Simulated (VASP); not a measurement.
# Ir in VASP: relaxation of the atoms with PBE+D3(BJ)

Aim: the relaxation of the atoms of Ir with PBE+D3(BJ).

All numbers are computed with VASP 6.6.1; they aren't measurements. Logs are shortened: lines on timing, memory, paths and dates and some standing lists are left out, and cuts for length are marked.

### Step 1. The slab as given

The cell holds a slab with vacuum, 4 atoms: a = 2.698 Å, b = 2.698 Å, c = 27.904 Å, α = 90.00°, β = 90.00°, γ = 120.00°.

The cell was built by a generator and needn't be a form met in nature.

### Step 2. Relaxation of the atoms, PBE+D3(BJ)

Contents of INCAR:

```
SYSTEM = Ir
  ALGO = Normal
  DIPOL = 0.5 0.5 0.500
  EDIFF = 1E-7
  EDIFFG = -0.02
  ENCUT = 520
  GGA = PE
  IBRION = 2
  IDIPOL = 3
  ISIF = 2
  ISMEAR = 1
  IVDW = 12
  KPAR = 2
  LASPH = .True.
  LCHARG = .False.
  LDIPOL = .True.
  LREAL = .False.
  LWAVE = .False.
  NELM = 120
  NSW = 90
  PREC = Accurate
  SIGMA = 0.1
```

Contents of KPOINTS:

```
k-points
0
Gamma
  14 14 1
  0 0 0
```

Contents of POSCAR:

```
Ir
1.0
    2.6979127300      0.0000000000      0.0000000000
   -1.3489563700      2.3364609300      0.0000000000
    0.0000000000      0.0000000000     27.9040079300
Ir
4
Direct
    0.6666670000      0.3333330000      0.3797618000
    0.3333340000      0.6666660000      0.4599218000
    0.0000000000      1.0000000000      0.5400782000
    0.6666670000      0.3333330000      0.6202382000
```

Potentials or basis: VASP PAW PBE potentials, release 64 (Ir).

Run with:

```sh
$ cat potpaw_PBE.64/Ir/POTCAR > POTCAR
$ mpirun -np 2 vasp_std > vasp.out
```

OUTCAR:

```text
SYSTEM = Ir
   EDIFF = 1E-7
   EDIFFG = -0.02
   ENCUT = 520
   GGA = PE
   IBRION = 2
   ISIF = 2
   ISMEAR = 1
   IVDW = 12
   LASPH = .True.
   LREAL = .False.
   NELM = 120
   NSW = 90
   PREC = Accurate
 IVDW          = 12

 ion  position               nearest neighbor table
   1  0.667  0.333  0.380-   2 2.73   2 2.73   2 2.73
   2  0.333  0.667  0.460-   3 2.73   3 2.73   3 2.73   1 2.73   1 2.73   1 2.73
   3  0.000  0.000  0.540-   2 2.73   2 2.73   2 2.73   4 2.73   4 2.73   4 2.73
   4  0.667  0.333  0.620-   3 2.73   3 2.73   3 2.73

  LATTYP: Found a hexagonal cell.
 ALAT       =     2.6979127300
 C/A-ratio  =    10.3428133978

  Lattice vectors:

 A1 = (   2.6979127300,   0.0000000000,   0.0000000000)
 A2 = (  -1.3489563700,   2.3364609300,   0.0000000000)
 A3 = (   0.0000000000,   0.0000000000,  27.9040079300)

Analysis of symmetry for initial positions (statically):
=====================================================================
 Subroutine PRICEL returns:
 Original cell was already a primitive cell.

 Routine SETGRP: Setting up the symmetry group for a
 hexagonal supercell.

 Subroutine GETGRP returns: Found 12 space group operations
 (whereof  6 operations were pure point group operations)
 out of a pool of 24 trial point group operations.

The static configuration has the point symmetry C_3v.
 The point group associated with its full space group is D_3d.

Analysis of symmetry for dynamics (positions and initial velocities):
=====================================================================
 Subroutine PRICEL returns:
 Original cell was already a primitive cell.

 Routine SETGRP: Setting up the symmetry group for a
 hexagonal supercell.

 Subroutine GETGRP returns: Found 12 space group operations
 (whereof  6 operations were pure point group operations)
 out of a pool of 24 trial point group operations.

The dynamic configuration has the point symmetry C_3v.
 The point group associated with its full space group is D_3d.

 Subroutine INISYM returns: Found 12 space group operations
 (whereof  6 operations are pure point group operations),
 and found     1 'primitive' translations

----------------------------------------------------------------------------------------

                                     Primitive cell

  volume of cell :     175.8948

  direct lattice vectors                    reciprocal lattice vectors
     2.697912730  0.000000000  0.000000000     0.370656912  0.213998871  0.000000000
    -1.348956370  2.336460930  0.000000000     0.000000000  0.427997741  0.000000000
     0.000000000  0.000000000 27.904007930     0.000000000  0.000000000  0.035837146

  length of vectors
     2.697912730  2.697912705 27.904007930     0.427997737  0.427997741  0.035837146

  position of ions in fractional coordinates (direct lattice)
     0.666667000  0.333333000  0.379761800
     0.333334000  0.666666000  0.459921800
     0.000000000  0.000000000  0.540078200
     0.666667000  0.333333000  0.620238200

  ion indices of the primitive-cell ions
   primitive index   ion index
                 1           1
                 2           2
                 3           3
                 4           4

----------------------------------------------------------------------------------------

 KPOINTS: k-points

Automatic generation of k-mesh.
 Grid dimensions read from file:
 generate k-points for:   14   14    1

 Generating k-lattice:

  Cartesian coordinates                     Fractional coordinates (reciprocal lattice)
     0.026475494  0.015285634  0.000000000     0.071428571  0.000000000  0.000000000
     0.000000000  0.030571267  0.000000000     0.000000000  0.071428571  0.000000000
     0.000000000  0.000000000  0.035837146     0.000000000  0.000000000  1.000000000

  Length of vectors
     0.030571267  0.030571267  0.035837146

  Shift w.r.t. Gamma in fractional coordinates (k-lattice)
     0.000000000  0.000000000  0.000000000

 Subroutine IBZKPT returns following result:
 ===========================================

 Found     24 irreducible k-points:

 Following reciprocal coordinates:
            Coordinates               Weight
  0.000000  0.000000  0.000000      1.000000
  0.071429  0.000000  0.000000      6.000000
  0.142857  0.000000  0.000000      6.000000
  0.214286 -0.000000  0.000000      6.000000
  0.285714  0.000000  0.000000      6.000000
  0.357143 -0.000000  0.000000      6.000000
[... 16 lines left out ...]
  0.285714  0.285714  0.000000      6.000000
  0.357143  0.285714  0.000000      6.000000
   k-points           NKPTS =     24   k-points in BZ     NKDIM =     24   number of bands    NBANDS=     22
   number of dos      NEDOS =    301   number of ions     NIONS =      4
   total plane-waves  NPLWV =  84000
   dimension x,y,z NGX =    20 NGY =   20 NGZ =  210
   dimension x,y,z NGXF=    40 NGYF=   40 NGZF=  420
   ions per type =               4
   NGX,Y,Z   is equivalent  to a cutoff of  12.32, 12.32, 12.51 a.u.
   NGXF,Y,Z  is equivalent  to a cutoff of  24.65, 24.65, 25.02 a.u.
 SYSTEM =  Ir
   PREC   = accura    normal or accurate (medium, high low for compatibility)
   ISTART =      0    job   : 0-new  1-cont  2-samecut
   ICHARG =      2    charge: 1-file 2-atom 10-const
   ISPIN  =      1    spin polarized calculation?
   LNONCOLLINEAR =      F non collinear calculations
   LSORBIT =      F    spin-orbit coupling
   LASPH  =      T    aspherical Exc in radial PAW
   ENCUT  =  520.0 eV  38.22 Ry    6.18 a.u.   5.02  5.02 51.88*2*pi/ulx,y,z
   NELM   =    120;   NELMIN=  2; NELMDL= -5     # of ELM steps
   EDIFF  = 0.1E-06   stopping-criterion for ELM
   LREAL  =      F    real-space projection
   EDIFFG = -.2E-01   stopping-criterion for IOM
   NSW    =     90    number of steps for IOM
   IBRION =      2    ionic relax: 0-MD 1-quasi-New 2-CG
   NFREE  =      1    steps in history (QN), initial steepest desc. (CG)
   ISIF   =      2    stress and relaxation
   ISYM   =      2    0-nonsym 1-usesym 2-fastsym
   POTIM  = 0.5000    time-step for ionic-motion
   TEBEG  =    0.0;   TEEND  =   0.0 temperature during run
   PSTRESS=    0.0 pullay stress
   NELECT =      36.0000    total number of electrons
   NUPDOWN=      -1.0000    fix difference up-down
   EMIN   =  10.00;   EMAX   =-10.00  energy-range for DOS
   EFERMI =   0.00;   METHOD = LEGACY
   ISMEAR =     1;   SIGMA  =   0.10  broadening in eV -4-tet -1-fermi 0-gaus
   EFERMI_NEDOS =   21; number of points for ismear=-14 and -15
   IALGO  =     38    algorithm
   IMIX   =      4    mixing-type and parameters
     AMIX     =   0.40;   BMIX     =  1.00
     AMIX_MAG =   1.60;   BMIX_MAG =  1.00
  volume/ion in A,a.u.               =      43.97       296.75
  Fermi-wavevector in a.u.,A,eV,Ry     =   0.964772  1.823155 12.664097  0.930785
  Thomas-Fermi vector in A             =   2.094432
   LORBIT       =      0    0 simple, 1 ext, 2 COOP (PROOUT), +10 PAW based schemes
   GGA     = PE    functional components
   LHFCALC =     F    Hartree Fock is set to
   AEXX    =    0.0000 exact exchange contribution
   IVDW    =    12    specifies the selected vdW correction
   LEPSILON=     F    determine dielectric tensor
   LRPA    =     F    only Hartree local field effects (RPA)
 conjugate gradient relaxation of ions
 non-spin polarized calculation
 Methfessel and Paxton  Order N= 1 SIGMA  =   0.10
  energy-cutoff  :      520.00
  volume of cell :      175.89
 maximum number of plane-waves:      4797
 NGX is ok and might be reduce to    20
   NGX =  9   NGY =  9   NGZ =103

--------------------------------------- Ionic step        1  -------------------------------------------

 number of electron      36.0000000 magnetization

 Free energy of the ion-electron system (eV)
  ---------------------------------------------------
  ext. energy  EPLUGINS =         0.00000000
  ---------------------------------------------------
  free energy    TOTEN  =       -33.62404764 eV

  energy without entropy =      -33.62483662  energy(sigma->0) =      -33.62431064

------------------------ aborting loop because EDIFF is reached ----------------------------------------

 Edisp (eV)   -2.17254

 E8    (eV) :    -1.0501

  FORCE on cell =-STRESS in cart. coord.  units (eV):
  Direction    XX          YY          ZZ          XY          YZ          ZX
  --------------------------------------------------------------------------------------
  -------------------------------------------------------------------------------------
  Total      -2.43258    -2.43258    -2.65380     0.00000     0.00000     0.00000
  in kB     -22.15774   -22.15774   -24.17273     0.00000     0.00000     0.00000
  external pressure =      -22.83 kB  Pullay stress =        0.00 kB
[... 149 lines left out ...]
  energy  without entropy=      -35.8172145484  energy(sigma->0) =      -35.81652955

--------------------------------------- Ionic step        5  -------------------------------------------

 number of electron      36.0000000 magnetization

 dipolmoment           0.000000      0.000000     -0.000000 electrons x Angstroem

 Free energy of the ion-electron system (eV)
  ---------------------------------------------------
  ext. energy  EPLUGINS =         0.00000000
  ---------------------------------------------------
  free energy    TOTEN  =       -33.62299966 eV

  energy without entropy =      -33.62411909  energy(sigma->0) =      -33.62337280

 E-fermi :  -0.4359     XC(G=0):  -5.1826

 val. band max:       -0.4403125447   @ k =   0.2143   0.0714   0.0000
 cond. band min:      -0.4352924143   @ k =   0.4286   0.1429   0.0000
 fundamental gap:      0.0050201304
 Fermi energy:        -0.4359391474

 k-point     1 :       0.0000    0.0000    0.0000
  band No.  band energies     occupation
      1     -11.0687      2.00000
      2      -9.5763      2.00000
      3      -8.3750      2.00000
      4      -8.3260      2.00000
      5      -4.5400      2.00000
      6      -4.3934      2.00000
[... 589 lines left out ...]
     21       5.0549      0.00000
     22       5.1277      0.00000

------------------------ aborting loop because EDIFF is reached ----------------------------------------

 vacuum level on the upper side and lower side of the slab       (xc-potential included)        -0.015        -0.015

 Edisp (eV)   -2.19331

 E8    (eV) :    -1.0609

  FORCE on cell =-STRESS in cart. coord.  units (eV):
  Direction    XX          YY          ZZ          XY          YZ          ZX
  --------------------------------------------------------------------------------------
  -------------------------------------------------------------------------------------
  Total      -1.61095    -1.61095    -0.10855     0.00000     0.00000     0.00000
  in kB     -14.67371   -14.67371    -0.98879     0.00000     0.00000     0.00000
  external pressure =      -10.11 kB  Pullay stress =        0.00 kB
[... 19 lines left out ...]
  FREE ENERGIE OF THE ION-ELECTRON SYSTEM (eV)
  ---------------------------------------------------
  free  energy   TOTEN  =       -35.8163118588 eV

  energy  without entropy=      -35.8174312813  energy(sigma->0) =      -35.81668500

 reached required accuracy - stopping structural energy minimisation

 vacuum level on the upper side and lower side of the slab         5.079         5.079
```

Wall time 2.4 min (2 MPI ranks of Intel Xeon 6975P-C (Granite Rapids), shared host); peak memory 0.32 GiB.

Results:

* Free energy: -35.8163 eV
* Energy gained by relaxing: 4.9 meV/atom
* Ionic steps: 5
* Largest force after relaxing: 0.014 eV/Å
* Band gap on the k mesh: none (metal or under the smearing width)
* Dispersion energy per atom: -0.548 eV

Forces on the atoms (eV/Å):
```
Ir   0.000  0.000  0.014
Ir   0.000  0.000 -0.008
Ir   0.000  0.000  0.008
Ir   0.000  0.000 -0.014
```

The path:
```tsv
step	energy change (eV)	largest force (eV/Å)	pressure (GPa)
1	0.0000	0.3811	-2.28
2	-0.0112	0.2151	-1.82
3	-0.0166	0.2444	-1.21
4	-0.0196	0.0591	-0.97
5	-0.0197	0.0136	-1.01
```

Final structure:
```xyz
4
Lattice="2.6979 0.0000 0.0000 -1.3490 2.3365 0.0000 0.0000 0.0000 27.9040" Properties=species:S:1:pos:R:3 pbc="T T T"
Ir    1.3490    0.7788   10.6448
Ir    0.0000    1.5576   12.8491
Ir    0.0000    0.0000   15.0549
Ir    1.3490    0.7788   17.2592
```

Levels at points of the mesh, in eV from the Fermi level:
```
           k point  band 13  band 14  band 15  band 16  band 17  band 18  band 19  band 20  band 21  band 22
(0.00, 0.00, 0.00)    -3.09    -2.96    -2.96    -1.18    -1.18    -0.81    -0.81    -0.72     0.14     0.18
(0.50, 0.00, 0.00)    -0.48    -0.42     0.14     0.67     1.02     1.20     1.25     1.71     1.74     2.75
```
